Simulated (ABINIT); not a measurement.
Here is an ABINIT 10.8.3 (patched build) calculation.

File run.abi:

```
# Datasets: ground state, then fixed potential
ndtset 2

# Pseudopotentials
pp_dirpath "./"
pseudos "Pb.GGA_PBE-JTH_sp.xml, Te.GGA_PBE-JTH.xml"

# Structure
acell 3*1.0
rprim
     0.0000000000     6.1057051087     6.1057051087
     6.1057051087     0.0000000000     6.1057051087
     6.1057051087     6.1057051087     0.0000000000
ntypat 2
znucl 82 52
natom 2
typat 1 2
xred
     0.0000000000     0.0000000000     0.0000000000
     0.5000000000     0.5000000000     0.5000000000

# Plane-wave basis
ecut 15.0
pawecutdg 30.0

# Exchange and correlation
ixc -116133

# Bands and occupations
occopt 3
tsmear 0.00183747

# SCF cycle
nstep 100

# Output
iomode 3
prtwf 0
prteig 0
prtebands 0
enunit 1
prtden1 1
prtvha1 1
prtvclmb1 1
prtpot1 1

# Dataset 1
kptopt1 1
ngkpt1 7 7 7
nshiftk1 1
shiftk1 0.0 0.0 0.0
nband1 9
tolvrs1 1.0e-9

# Dataset 2: bands along G-X-W-K-G-L-U-W-L-K
iscf2 -2
getden2 1
nband2 13
nbdbuf2 2
tolwfr2 1.0e-12
kptopt2 -9
ndivsm2 6
prteig2 1
prtvol2 -3
kptbounds2
     0.0000000000     0.0000000000     0.0000000000
     0.5000000000     0.0000000000     0.5000000000
     0.5000000000     0.2500000000     0.7500000000
     0.3750000000     0.3750000000     0.7500000000
     0.0000000000     0.0000000000     0.0000000000
     0.5000000000     0.5000000000     0.5000000000
     0.6250000000     0.2500000000     0.6250000000
     0.5000000000     0.2500000000     0.7500000000
     0.5000000000     0.5000000000     0.5000000000
     0.3750000000     0.3750000000     0.7500000000
```

Potentials or basis: JTH PAW PBE v2.0 sp.

Command:

```console
$ abinit run.abi > log 2>&1
```

**Question.** What does it give for the band gap along the path?

**Answer.** 0.67 eV, direct.

**Question.** Predict the pressure.

**Answer.** -0.3 GPa.

Levels at the corners of the path, in eV from the Fermi level:
```csv
point,band 3,band 4,band 5,band 6,band 7,band 8
Γ,-1.68,-1.68,-1.68,3.78,3.78,3.78
X,-4.91,-3.17,-3.17,2.82,5.16,5.16
W,-4.19,-4.19,-0.72,1.26,4.86,4.86
K,-4.53,-2.68,-2.48,3.20,3.41,4.71
Γ,-1.68,-1.68,-1.68,3.78,3.78,3.78
L,-1.27,-1.27,-0.38,0.29,0.85,0.85
U,-4.53,-2.68,-2.48,3.20,3.41,4.71
W,-4.19,-4.19,-0.72,1.26,4.86,4.86
L,-1.27,-1.27,-0.38,0.29,0.85,0.85
K,-4.53,-2.68,-2.48,3.20,3.41,4.71
```

Caveat: this odd mesh misses L, where the gap lies, so gap, dielectric constants and Born charges aren't listed; the PAW data sets were made with another functional, which shifts forces and pressure a little; spin-orbit coupling is left out, which moves the levels of the heavy elements; this set keeps more shells in the core, which shifts pressures and gaps.

**Experimental background.**

A printed reference work, monograph reports, for a bulk crystal of TePb at 4.2 K: band gap 0.19 eV (direct).

A measured gap of TePb is 0.19 eV (direct; 4.2 K; a printed reference work, monograph); the calculated 0.67 eV misses it by +0.48 eV. Spin-orbit coupling on Pb, Te is left out. The value is that of PBEsol, without temperature or zero-point motion.
